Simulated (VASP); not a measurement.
**From an Ansatz input to VASP: SnO (distorted zincblende)**

Ansatz input

```yaml
crystal:
  lattice:
    - [0.0349, 2.634, 2.7002]
    - [2.7092, -0.0603, 2.7954]
    - [2.6213, 2.6413, 0.0276]
  atoms:
    - { symbol: Sn, position: [0.9111, 0.012, 0.9793] }
    - { symbol: O, position: [0.286, 0.2326, 0.2098] }
kpoints:
  mp_grid: { grid: [8, 6, 8] }
hamiltonian:
  xc: pbe
scf:
  occupations: { method: fermi_dirac, width: 0.02 }
  n_extra_bands: 4
output:
  forces: true
  stress: true
  eigenvalues: true
```

Question: Translate this input to VASP.

Answer: 

INCAR

```
SIGMA = 0.02
NELM = 120
ENCUT = 520
LWAVE = .FALSE.
NSW = 0
NBANDS = 17
ISIF = 2
PREC = Accurate
LREAL = .FALSE.
LASPH = .TRUE.
IBRION = -1
ISMEAR = -1
LCHARG = .FALSE.
GGA = PE
EDIFF = 1E-7
```

KPOINTS

```
KPOINTS created by Atomic Simulation Environment
0
Gamma
8 6 8
0 0 0
```

POSCAR

```
Sn O
 1.0000000000000000
     0.0349000000000000    2.6339999999999999    2.7002000000000002
     2.7092000000000001   -0.0603000000000000    2.7953999999999999
     2.6213000000000002    2.6413000000000002    0.0276000000000000
 Sn  O
   1   1
Cartesian
  2.6313468800000002  4.9857388899999995  2.5207257000000003
  1.1900900599999999  1.2934429599999999  1.4282577200000000
```

VASP ran with the recommended PBE PAW datasets (20 valence electrons in the cell). Other inputs would serve too.

```
                                                                    Ansatz                               VASP
gap between bands v and c on the k mesh  -0.05 eV (bands overlap: a metal)  -0.05 eV (bands overlap: a metal)
         least direct gap on the k mesh                            0.45 eV                            0.45 eV
                               pressure                           13.4 GPa                           13.5 GPa
                          largest force                          3.27 eV/Å                          3.34 eV/Å
```

Each program uses its own PAW datasets. VASP's cell holds 20 valence electrons and Ansatz's 20. Ansatz's stress includes a Pulay correction; VASP's doesn't.
